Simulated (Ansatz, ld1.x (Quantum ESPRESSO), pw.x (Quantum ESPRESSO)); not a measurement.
## From atom to crystal: TM potential for Ba

- Element: barium (Ba)
- Generator: ld1.x (Quantum ESPRESSO) 7.5
- Type: norm-conserving Troullier–Martins (Kleinman–Bylander form)
- Functional: PBE
- Relativity: scalar-relativistic
- Frozen core: [Xe]
- Valence charge: 2
- Reference configuration: 5d0 6s2 6p0
- Partial waves: 6s (bound): rc 3.00 bohr; 6p (bound, empty): rc 3.65 bohr; 5d (bound, empty): rc 3.50 bohr
- Local potential: all-electron potential smoothed inside 2.40 bohr (lloc = -1)
- Core correction: Bessel-smoothed model core, default radius (core density twice the valence density)

Atomic tests: cutoffs needed: 8 Ry and 15 Ry (the cutoffs (Ry, on a coarse ladder) from which the occupation-weighted sum of valence levels, in a spherical-Bessel basis at the reference potential, stays within 10 and 1 mRy of its value at 400 Ry); ghost test: ghost states, extra bound levels that the all-electron valence spectrum of the same l lacks: s at -34.5 eV, p at -11.6 eV; a true bound ghost makes a file unfit for plane-wave use (spherical-Bessel basis up to 400 Ry, 20 bohr box); largest excitation error: -49 meV (all-electron minus pseudo) for 5d0 6s0 6p1, out of 7 test configurations.

Crystal test: sc Ba in pw.x 7.5, no spin, 8³ k-points, Fermi–Dirac smearing 0.01 Ry, cutoffs 50/200 Ry. The reference is all-electron LAPW (Ansatz 0.2.0) with the same functional, mesh and smearing; V0 and B0 come from Birch–Murnaghan fits to the pressures at five volumes. Errors are pseudo minus all-electron; Δ is the rms difference of the E(V) curves that follow from these fits, minima aligned, over ±6 % about the mean V0. Mesh and smearing are coarse, so the numbers serve the comparison and aren't converged zero-temperature values; the lattice is a test structure that the element need not adopt.

All-electron: a0 = 3.964 Å (V0 = 62.29 Å³/atom), B0 = 6.4 GPa.

Task: How far does the potential miss the all-electron equation of state?

Result: mean pressure error (GPa): -0.13. The pressure does not cross zero within the volumes sampled, so no fit is given. This is a poor potential for the solid. Note: ghost states, extra bound levels that the all-electron valence spectrum of the same l lacks: s at -34.5 eV, p at -11.6 eV. A true bound ghost makes a file unfit for plane-wave use.

```
V (Å³/atom)  P all-electron (GPa)  P pseudo (GPa)
     59.094                  0.37           -0.11
     60.649                  0.18           -0.11
     62.204                  0.01           -0.11
     63.759                 -0.14           -0.11
     65.314                 -0.28           -0.11
```

Task: At the middle volume, how do free energy and pressure move when the wave cutoff is lowered (ecutrho kept at four times it)?

Result:

```tsv
cutoff (Ry)	shift of F (meV/atom)	shift of P (GPa)
22	+23.9	-0.23
30	+9.3	-0.00
40	+1.0	-0.03
```

The run at the middle volume (35 k-points, 25 iterations) took about 21 s on one core of a shared host (Neoverse-V1, 32 threads, 247 GiB, load 11).
